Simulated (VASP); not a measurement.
These are PBEsol GGA, VASP's PBE PAW potentials (set 64) (plane waves; VASP 6.6.1) values and carry that method's errors.

VASP ran on this input.

INCAR:
```
SYSTEM = CsCl
PREC = Accurate; ENCUT = 480; LREAL = F
LASPH = T
EDIFF = 1E-7; NELM = 100; ALGO = Normal
LMAXMIX = 4
ISMEAR = 0; SIGMA = 0.05
GGA = PS
ISIF = 2
LWAVE = F; LCHARG = F
```

KPOINTS:
```
kpoints
0
G
 6 6 6
0 0 0
```

**POSCAR**
```
CsCl
4.0933790
  1.0000000423   0.0000000000   0.0000000000
  0.0000000000   0.9950249178   0.0000000000
  0.0000000000   0.0000000000   1.0000000423
Cs Cl
1 1
direct
  0.0000000000   0.0000000000   0.0000000000
  0.5000000000   0.5000000000   0.5000000000
```

POTCAR, in this order: Cs_sv Cl (PBE.64 set). Program: vasp_std.

Output of the run:

File OUTCAR:
```
 ion  position               nearest neighbor table
   1  0.000  0.000  0.000-
   2  0.500  0.500  0.500-
  LATTYP: Found a simple tetragonal cell.
 ALAT       =     4.0933791733
 C/A-ratio  =     0.9950248756
 Subroutine PRICEL returns:
 Original cell was already a primitive cell.
 Subroutine GETGRP returns: Found 16 space group operations
The static configuration has the point symmetry D_4h.
The dynamic configuration has the point symmetry D_4h.
 Subroutine INISYM returns: Found 16 space group operations
 Subroutine IBZKPT returns following result:
 Found     40 irreducible k-points:

 Following reciprocal coordinates:
            Coordinates               Weight
  0.000000  0.000000  0.000000      1.000000
  0.166667  0.000000  0.000000      4.000000
  0.333333  0.000000  0.000000      4.000000
  0.500000  0.000000  0.000000      2.000000
  0.000000  0.166667  0.000000      2.000000
  0.166667  0.166667  0.000000      8.000000
  0.333333  0.166667  0.000000      8.000000
  0.500000  0.166667  0.000000      4.000000
  0.000000  0.333333  0.000000      2.000000
  0.166667  0.333333  0.000000      8.000000
  0.333333  0.333333  0.000000      8.000000
  0.500000  0.333333  0.000000      4.000000
  0.000000  0.500000  0.000000      1.000000
  0.166667  0.500000  0.000000      4.000000
  0.333333  0.500000  0.000000      4.000000
  0.500000  0.500000  0.000000      2.000000
  0.166667  0.000000  0.166667      4.000000
  0.333333  0.000000  0.166667      8.000000
  0.500000  0.000000  0.166667      4.000000
  0.166667  0.166667  0.166667      8.000000
  0.333333  0.166667  0.166667     16.000000
  0.500000  0.166667  0.166667      8.000000
  0.166667  0.333333  0.166667      8.000000
...
```

### OSZICAR
```
       N       E                     dE             d eps       ncg     rms          rms(c)
DAV:   1     0.909725078158E+02    0.90973E+02   -0.66809E+03   960   0.108E+03
DAV:   2    -0.966235597400E+00   -0.91939E+02   -0.83356E+02  1452   0.181E+02
DAV:   3    -0.713808881667E+01   -0.61719E+01   -0.61525E+01  1196   0.548E+01
DAV:   4    -0.719766292420E+01   -0.59574E-01   -0.59549E-01  1120   0.662E+00
DAV:   5    -0.719852237806E+01   -0.85945E-03   -0.85940E-03  1232   0.783E-01    0.214E+00
DAV:   6    -0.688619083898E+01    0.31233E+00   -0.53161E-01  1104   0.428E+00    0.155E+00
DAV:   7    -0.684585743936E+01    0.40333E-01   -0.16710E-01  1312   0.235E+00    0.880E-01
DAV:   8    -0.684447002173E+01    0.13874E-02   -0.12955E-02  1148   0.842E-01    0.123E-01
DAV:   9    -0.684467141760E+01   -0.20140E-03   -0.24342E-03  1292   0.331E-01    0.104E-01
DAV:  10    -0.684473576323E+01   -0.64346E-04   -0.18775E-04  1164   0.114E-01    0.202E-02
DAV:  11    -0.684474800795E+01   -0.12245E-04   -0.35922E-05  1192   0.407E-02    0.573E-03
DAV:  12    -0.684474755988E+01    0.44807E-06   -0.80769E-06  1180   0.179E-02    0.201E-03
DAV:  13    -0.684474742130E+01    0.13858E-06   -0.39842E-07  1132   0.468E-03    0.866E-04
DAV:  14    -0.684474746116E+01   -0.39857E-07   -0.19251E-07   984   0.257E-03
   1 F= -.68447475E+01 E0= -.68447475E+01  d E =-.710585E-18
```

OUTCAR:
```
------------------------ aborting loop because EDIFF is reached ----------------------------------------
  FORCE on cell =-STRESS in cart. coord.  units (eV):
  Direction    XX          YY          ZZ          XY          YZ          ZX
  --------------------------------------------------------------------------------------
  Total       -0.1072184     -0.0468115     -0.1072184     -0.0000000     -0.0000000      0.0000000
  in kB       -2.5170978     -1.0989627     -2.5170978     -0.0000000     -0.0000000      0.0000000
  external PRESSURE =      -2.0443861 kB  Pullay stress =       0.0000000 kB
  volume of cell :       68.25
      direct lattice vectors                 reciprocal lattice vectors
     4.093379173  0.000000000  0.000000000     0.244296938  0.000000000  0.000000000
     0.000000000  4.073014103  0.000000000     0.000000000  0.245518423  0.000000000
     0.000000000  0.000000000  4.093379173     0.000000000  0.000000000  0.244296938
 POSITION                                       TOTAL-FORCE (eV/Angst)
 -----------------------------------------------------------------------------------
      0.00000      0.00000      0.00000         0.000000      0.000000      0.000000
      2.04669      2.03651      2.04669         0.000000      0.000000      0.000000
 -----------------------------------------------------------------------------------
    total drift:                                0.000000      0.000000      0.000000
  FREE ENERGIE OF THE ION-ELECTRON SYSTEM (eV)
  ---------------------------------------------------
  free  energy   TOTEN  =        -6.8447474612 eV

  energy  without entropy=       -6.8447474612  energy(sigma->0) =       -6.84474746
```
(Selected blocks of OUTCAR.)

The compound is CsCl in the CsCl type structure. This cell was strained or had an atom moved on purpose.
